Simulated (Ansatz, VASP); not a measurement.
# One calculation of Sn, two programs

```
Sn
1.0
    -1.74308    1.74308    1.97044
     1.74308   -1.74308    1.97044
     1.74308    1.74308   -1.97044
Sn
1
Cartesian
  0.0000 0.0000 0.0000
```

Change from the starting cell: strain -0.080 along x and y, +0.040 along z, atoms carried along.

Alike in both runs: task single point; functional PBEsol; dispersion D3(BJ); k mesh 18 × 18 × 18; occupations gaussian, width 0.15 eV; no spin polarisation.

|  | VASP | Ansatz |
| --- | --- | --- |
| version | VASP 6.6.1 | Ansatz 0.2.0 |
| potentials or method | VASP PAW PBE potentials, release 64 (Sn_d) | scalar-relativistic, plane waves, PAW |
| plane-wave cutoff (eV) | 520 | 420 |
| valence electrons in the cell | 14 | 14 |

```csv
,VASP,Ansatz,Ansatz less VASP
gap on the k mesh at the Fermi level (eV),none,none,-
pressure (GPa),3.3,3.4,+0.03
largest component of the traceless stress (GPa),0.63,0.63,0.000
```

A gap of «none» marks a metal or a gap that the smearing closes.

Caveats: the PAW data sets were made with another functional, which shifts forces and pressure a little (VASP); pairwise dispersion overbinds metals, which lowers pressure and volume.
